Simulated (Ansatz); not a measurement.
InSe:

```
In Se
1.0
     4.04733    0.00000    0.00000
    -2.02366    3.50509    0.00000
     0.00000    0.00000   18.05206
In Se
4 4
Direct
  0.33333 0.66667 0.07739
  0.33333 0.66667 0.92261
  0.00000 0.00000 0.42261
  0.00000 0.00000 0.57739
  0.33333 0.66667 0.35298
  0.33333 0.66667 0.64702
  0.66667 0.33333 0.14700
  0.66667 0.33333 0.85300
```

Measurements of this composition are mostly on another form, of space group No. 160.

```yaml
Program: Ansatz 0.2.0
Task: relaxation of cell and atoms
Functional: revPBE
Dispersion: D3(BJ)
Potentials_or_basis: Ansatz PAW
Cutoff: "420 eV (not typed: the program's choice for these potentials)"
k_mesh: 8 × 8 × 2
Occupations: fermi-dirac, width 0.05 eV
Spin: no spin polarisation
```

At the start: volume 32.01 Å³/atom.

**Question.** Where does the relaxation end?

**Answer.** It ends after 7 steps and the volume is 28.69 Å³/atom (-10.4 %); space group P-6m2 (No. 187, to 0.05 Å).

The path:
```tsv
step	energy change (eV)	largest force (eV/Å)	volume (Å³)
1	0.0000	0.3254	256.09
2	-0.1288	0.3470	241.57
3	-0.2428	0.1731	230.41
4	-0.2553	0.1867	226.61
5	-0.2651	0.0140	229.78
6	-0.2653	0.0013	229.50
7	-0.2611	0.0015	229.50
```

Final structure:
```xyz
8
Lattice="4.0195 0.0000 0.0000 -2.0097 3.4810 0.0000 0.0000 0.0000 16.4026" Properties=species:S:1:pos:R:3 pbc="T T T"
In    0.0000    2.3207    1.3935
In    0.0000    2.3207   15.0091
In    0.0000    0.0000    6.8079
In    0.0000    0.0000    9.5947
Se    0.0000    2.3207    5.5159
Se    0.0000    2.3207   10.8867
Se    2.0097    1.1603    2.6889
Se    2.0097    1.1603   13.7136
```

Caveat: the plane-wave basis is chosen anew once the cell has moved, so the energies of steps on either side of that aren't comparable; the PAW data sets come from PBE, with cores solved anew for the run's functional, which leaves a small shift of forces and pressure.
